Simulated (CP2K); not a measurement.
# Sb (Pm-3m) in CP2K: reference runs

Reference runs on Sb: the cell as given and a disturbed copy.

All numbers are computed with CP2K 2026.2; they aren't measurements. Logs are shortened: lines on timing, memory, paths and dates and some standing lists are left out, and cuts for length are marked.

### 1 The structure

Symmetry: Pm-3m, No. 221, cubic system. Conventional cell: a = 3.160 Å, b = 3.160 Å, c = 3.160 Å, α = 90.00°, β = 90.00°, γ = 90.00°. Around Sb (site symmetry m-3m) lie 6 Sb at 3.16 Å.

This isn't the form of Sb at room conditions, which is rhombohedral.

### 2 Single point, PBEsol

sb_scf.inp reads:

```
&GLOBAL
  PROJECT sb_scf
  RUN_TYPE ENERGY_FORCE
  PRINT_LEVEL LOW
&END GLOBAL
&FORCE_EVAL
  METHOD QS
  STRESS_TENSOR ANALYTICAL
  &DFT
    BASIS_SET_FILE_NAME BASIS_MOLOPT_UZH
    POTENTIAL_FILE_NAME POTENTIAL_UZH
    &MGRID
      CUTOFF 450
      REL_CUTOFF 60
      NGRIDS 4
    &END MGRID
    &QS
      METHOD GPW
      EPS_DEFAULT 1.0E-10
    &END QS
    &KPOINTS
      SCHEME MONKHORST-PACK 8 8 8
      GAMMA_CENTERED T
      SYMMETRY T
      SYMMETRY_BACKEND SPGLIB
    &END KPOINTS
    &SCF
      SCF_GUESS ATOMIC
      EPS_SCF 1.0E-6
      MAX_SCF 100
      ADDED_MOS 8
      CHOLESKY OFF
      EPS_EIGVAL 1.0E-7
      &DIAGONALIZATION ON
        ALGORITHM STANDARD
      &END DIAGONALIZATION
      &MIXING ON
        METHOD BROYDEN_MIXING
        ALPHA 0.4
        BETA 1.5
        NBUFFER 8
      &END MIXING
      &SMEAR ON
        METHOD FERMI_DIRAC
        ELECTRONIC_TEMPERATURE 580.23
      &END SMEAR
    &END SCF
    &XC
      &XC_FUNCTIONAL
        &GGA_X_PBE_SOL
        &END GGA_X_PBE_SOL
        &GGA_C_PBE_SOL
        &END GGA_C_PBE_SOL
      &END XC_FUNCTIONAL
    &END XC
    &PRINT
      &KPOINTS ON
      &END KPOINTS
      &MULLIKEN ON
      &END MULLIKEN
      &MO ON
        ENERGIES T
        OCCUPATION_NUMBERS T
        &EACH
          QS_SCF 0
        &END EACH
        ADD_LAST NUMERIC
      &END MO
      &LOWDIN ON
      &END LOWDIN
      &HIRSHFELD ON
        SHAPE_FUNCTION DENSITY
      &END HIRSHFELD
    &END PRINT
  &END DFT
  &SUBSYS
    &CELL
      ABC 3.1600000000 3.1600000000 3.1600000000
      ALPHA_BETA_GAMMA 90.0000000000 90.0000000000 90.0000000000
      PERIODIC XYZ
    &END CELL
    &COORD
      SCALED
      Sb  0.0000000000 0.0000000000 0.0000000000
    &END COORD
    &KIND Sb
      BASIS_SET TZVP-MOLOPT-PBE-GTH-q5
      POTENTIAL GTH-PBE-q5
    &END KIND
    &PRINT
      &ATOMIC_COORDINATES ON
      &END ATOMIC_COORDINATES
      &CELL ON
      &END CELL
      &SYMMETRY ON
      &END SYMMETRY
    &END PRINT
  &END SUBSYS
  &PRINT
    &FORCES ON
    &END FORCES
    &STRESS_TENSOR ON
    &END STRESS_TENSOR
  &END PRINT
&END FORCE_EVAL
```

Potentials or basis: POTENTIAL_UZH Sb GTH-PBE-q5; TZVP-MOLOPT-PBE-GTH basis.

On the command line:

```bash
OMP_NUM_THREADS=1 cp2k.psmp -i sb_scf.inp -o sb_scf.out
```

sb_scf.out:

```text

 CP2K| version string:                                       CP2K version 2026.2
 CP2K| Input file name                                                sb_scf.inp

 GLOBAL| Force Environment number                                              1
 GLOBAL| Basis set file name                                    BASIS_MOLOPT_UZH
 GLOBAL| Potential file name                                       POTENTIAL_UZH
 GLOBAL| MM Potential file name                                     MM_POTENTIAL
 GLOBAL| Coordinate file name                                      __STD_INPUT__
 GLOBAL| Method name                                                        CP2K
 GLOBAL| Project name                                                     sb_scf
 GLOBAL| Run type                                                   ENERGY_FORCE
 GLOBAL| FFT library                                                       FFTW3
[... 8 lines left out ...]
 GLOBAL| CPU model name                                                  UNKNOWN

 CELL| Volume [angstrom^3]:                                            31.554496
 CELL| Vector a [angstrom]:       3.160     0.000     0.000   |a| =     3.160000
 CELL| Vector b [angstrom]:       0.000     3.160     0.000   |b| =     3.160000
 CELL| Vector c [angstrom]:       0.000     0.000     3.160   |c| =     3.160000
 CELL| Angle (b,c), alpha [degree]:                                    90.000000
 CELL| Angle (a,c), beta  [degree]:                                    90.000000
 CELL| Angle (a,b), gamma [degree]:                                    90.000000
 CELL| Numerically orthorhombic:                                             YES
 CELL| Periodicity                                                           XYZ

 CELL_REF| Volume [angstrom^3]:                                        31.554496
 CELL_REF| Vector a [angstrom     3.160     0.000     0.000   |a| =     3.160000
 CELL_REF| Vector b [angstrom     0.000     3.160     0.000   |b| =     3.160000
 CELL_REF| Vector c [angstrom     0.000     0.000     3.160   |c| =     3.160000
 CELL_REF| Angle (b,c), alpha [degree]:                                90.000000
 CELL_REF| Angle (a,c), beta  [degree]:                                90.000000
 CELL_REF| Angle (a,b), gamma [degree]:                                90.000000
 CELL_REF| Numerically orthorhombic:                                         YES
 CELL_REF| Periodicity                                                       XYZ

[... 8 lines left out ...]
 TOTAL NUMBERS AND MAXIMUM NUMBERS

  Total number of            - Atomic kinds:                                   1
                             - Atoms:                                          1
                             - Shell sets:                                     1
                             - Shells:                                         7
                             - Primitive Cartesian functions:                  4
                             - Cartesian basis functions:                     18
                             - Spherical basis functions:                     17

  Maximum angular momentum of- Orbital basis functions:                        2
                             - Local part of the GTH pseudopotential:          0
                             - Non-local part of the GTH pseudopotential:      4

 MODULE QUICKSTEP: ATOMIC COORDINATES IN ANGSTROM

   Atom Kind Element         X             Y             Z       Z(eff)     Mass
      1    1 Sb   51      0.000000      0.000000      0.000000   5.0000 121.7600

 Crystal Symmetry Information
       International Symbol:                                               Pm-3m
       Point Group Symbol:                                                  m-3m
       Schoenflies Symbol:                                                  Oh^1
       Number of Symmetry Operations:                                         48

 SCF PARAMETERS         Density guess:                                    ATOMIC
                        --------------------------------------------------------
                        max_scf:                                             100
[... 7 lines left out ...]
                        --------------------------------------------------------
                        level_shift [a.u.]:                             0.000000
                        added MOs                                         8    0
                        --------------------------------------------------------
                        Mixing method:                            BROYDEN_MIXING
[... 11 lines left out ...]
 *******************************************************************************
 BRILLOUIN| K-point scheme                                        Monkhorst-Pack
 BRILLOUIN| K-Point grid                                             8    8    8
 BRILLOUIN| Gamma-centered k-point mesh                                     ON
 BRILLOUIN| K-point symmetry accuracy                               0.100000E-05
 BRILLOUIN| K-Point point group symmetrization                                ON
 BRILLOUIN| Symmetry backend                                             SPGLIB
 BRILLOUIN| Symmetry reduction method                                    SPGLIB
 BRILLOUIN| Wavefunction type                                            COMPLEX
 BRILLOUIN| List of Kpoints [2 Pi/Bohr]                                       35
 BRILLOUIN| Number           Weight            X              Y              Z
 BRILLOUIN|     1           0.01562       -0.37500       -0.37500       -0.37500
 BRILLOUIN|     2           0.04688       -0.37500       -0.37500       -0.25000
 BRILLOUIN|     3           0.04688       -0.37500       -0.37500       -0.12500
 BRILLOUIN|     4           0.02344       -0.37500       -0.37500        0.00000
 BRILLOUIN|     5           0.02344       -0.37500       -0.37500        0.50000
 BRILLOUIN|     6           0.04688       -0.37500       -0.25000       -0.25000
[... 27 lines left out ...]
 BRILLOUIN|    34           0.00586        0.00000        0.50000        0.50000
 BRILLOUIN|    35           0.00195        0.50000        0.50000        0.50000
 *******************************************************************************

 Extrapolation method: initial_guess

 Number of electrons:                                                          5
 Number of occupied orbitals:                                                  3
 Number of molecular orbitals:                                                11

 Number of orbital functions:                                                 17
 Number of independent orbital functions:                                     17

 SCF WAVEFUNCTION OPTIMIZATION

  Step     Update method      Time    Convergence         Total energy    Change
  ------------------------------------------------------------------------------
     1 NoMix/Diag. 0.40E+00    0.6     0.49897914        -5.5514283544 -5.55E+00
     2 Broy./Diag. 0.40E+00    0.4     0.01017281        -5.6077582623 -5.63E-02
     3 Broy./Diag. 0.40E+00    0.4     0.03722316        -5.5446123542  6.31E-02
     4 Broy./Diag. 0.40E+00    0.4     0.00204223        -5.5249849116  1.96E-02
     5 Broy./Diag. 0.40E+00    0.4     0.00139778        -5.5193236205  5.66E-03
     6 Broy./Diag. 0.40E+00    0.4     0.00025369        -5.5191083430  2.15E-04
     7 Broy./Diag. 0.40E+00    0.4     0.00009175        -5.5190583775  5.00E-05
     8 Broy./Diag. 0.40E+00    0.4     0.00002269        -5.5190684369 -1.01E-05
     9 Broy./Diag. 0.40E+00    0.4     0.00000108        -5.5190821498 -1.37E-05
    10 Broy./Diag. 0.40E+00    0.4     0.00000157        -5.5190771122  5.04E-06
    11 Broy./Diag. 0.40E+00    0.4     0.00000109        -5.5190764601  6.52E-07
    12 Broy./Diag. 0.40E+00    0.4     0.00000080        -5.5190761806  2.80E-07

  *** SCF run converged in    12 steps ***

  Electronic density on regular grids:         -4.9999999999        0.0000000001
  Core density on regular grids:                4.9999999983       -0.0000000017
  Total charge density on r-space grids:       -0.0000000017
  Total charge density g-space grids:          -0.0000000017

  Overlap energy of the core charge distribution:               0.00000000001037
  Self energy of the core charge distribution:                -11.95317330209555
  Core Hamiltonian energy:                                      2.39284096713111
  Hartree energy:                                               5.40920920803549
  Exchange-correlation energy:                                 -1.36768694442906
  Electronic entropic energy:                                  -0.00026610923916
  Fermi energy:                                                 0.17065061878509

  Total energy:                                                -5.51907618058443
  Total energy (extrapolated to T->0):                         -5.51894312596485

 MO| EIGENVALUES AND OCCUPATION NUMBERS FOR K POINT 1
 MO|
 MO|  Index      Eigenvalue [a.u.]        Eigenvalue [eV]             Occupation
 MO|      1              -0.075022              -2.041459               2.000000
 MO|      2               0.124356               3.383890               2.000000
 MO|      3               0.124356               3.383890               2.000000
 MO|      4               0.147792               4.021637               1.999992
 MO|      5               0.405254              11.027513               0.000000
 MO|      6               0.431385              11.738570               0.000000
 MO|      7               0.431385              11.738570               0.000000
 MO|      8               1.051483              28.612303               0.000000
 MO|      9               1.051483              28.612303               0.000000
 MO|     10               1.073039              29.198886               0.000000
 MO|     11               1.367116              37.201127               0.000000
 MO| Sum:                                                               7.999992
 MO| E(Fermi):            0.170651 a.u.          4.643639 eV
[... 208 lines left out ...]
 MO| EIGENVALUES AND OCCUPATION NUMBERS FOR K POINT 14
 MO|
 MO|  Index      Eigenvalue [a.u.]        Eigenvalue [eV]             Occupation
 MO|      1              -0.119765              -3.258983               2.000000
 MO|      2               0.035254               0.959308               2.000000
 MO|      3               0.091450               2.488481               2.000000
 MO|      4               0.322322               8.770835               0.000000
 MO|      5               0.411751              11.204302               0.000000
 MO|      6               0.638367              17.370839               0.000000
 MO|      7               0.722561              19.661875               0.000000
 MO|      8               0.761895              20.732229               0.000000
 MO|      9               0.784157              21.337987               0.000000
 MO|     10               0.809519              22.028129               0.000000
 MO|     11               1.139642              31.011234               0.000000
 MO| Sum:                                                               6.000000
 MO| E(Fermi):            0.170651 a.u.          4.643639 eV
 MO| Band gap:            0.230872 a.u.          6.282354 eV

 [... the levels of further k-points ...]

 !-----------------------------------------------------------------------------!
                     Mulliken Population Analysis

 #  Atom  Element  Kind  Atomic population                           Net charge
       1     Sb       1          5.000000                             -0.000000
 # Total charge                              5.000000                 -0.000000

 !-----------------------------------------------------------------------------!

 !-----------------------------------------------------------------------------!
                           Hirshfeld Charges

  #Atom  Element  Kind  Ref Charge     Population                    Net charge
      1       Sb     1       5.000          5.000                        -0.000

  Total Charge                                                           -0.000
 !-----------------------------------------------------------------------------!

 LOWDIN POPULATION ANALYSIS

 #  Atom  Element  Kind  Atomic population                           Net charge
       1     Sb       1          5.000000                             -0.000000
 # Total charge                              5.000000                 -0.000000

 ENERGY| Total FORCE_EVAL ( QS ) energy [hartree]             -5.519076140230554

 FORCES| Atomic forces [hartree/bohr]
 FORCES|   Atom     x               y               z               |f|
 FORCES|      1  3.99005032E-11  3.99027795E-11  3.98994272E-11   6.91103919E-11
 FORCES| Sum     3.99005032E-11  3.99027795E-11  3.98994272E-11
 FORCES| Total atomic force                                       6.91103919E-11

 STRESS| Analytical stress tensor [bar]
 STRESS|                        x                   y                   z
 STRESS|      x       -2.54652385016E+04   3.08430376691E-06   3.08538371619E-06
 STRESS|      y        3.08430376691E-06  -2.54652385016E+04   3.06978145570E-06
 STRESS|      z        3.08538371619E-06   3.06978145570E-06  -2.54652385016E+04
 STRESS| 1/3 Trace                                            -2.54652385016E+04
 STRESS| Determinant                                          -1.65136564046E+13

 STRESS| Eigenvectors and eigenvalues of the analytical stress tensor [bar]
 STRESS|                        1                   2                   3
 STRESS| Eigenvalues  -2.54652385047E+04  -2.54652385046E+04  -2.54652384954E+04
 STRESS|      x          -0.804012365407     -0.141198859239      0.577604534628
 STRESS|      y           0.524431342627     -0.626211065052      0.576915478105
 STRESS|      z           0.280242543422      0.766761099793      0.577530546985
```

It took 6.5 s on 1 thread of Arm Neoverse V1, shared host; peak memory 0.21 GiB.

What came out:

| Quantity | Value |
| --- | --- |
| Free energy | -150.1817 eV |
| Pressure | -2.5 GPa |
| Band gap on the k mesh | none (metal or under the smearing width) |

Levels at points of the mesh, in eV from the Fermi level:
```
           k point  band 1  band 2  band 3  band 4  band 5  band 6
(0.00, 0.00, 0.00)  -11.92    3.35    3.35    3.35    7.73    7.73
(0.00, 0.00, 0.50)   -9.67   -5.23    5.23    5.23    9.62   11.94
(0.00, 0.50, 0.50)   -7.31   -3.25   -3.25    3.19    6.86   13.44
(0.50, 0.50, 0.50)   -4.72   -1.40   -1.40   -1.40    5.83    5.83
```

Caveat: the potentials were made for another functional, which shifts forces and pressure; the basis of atomic orbitals isn't converged, which shifts pressures, moduli and gaps. Spin-orbit coupling is left out, which matters for the levels of Sb.

(Part 1 of 2 ends here.)
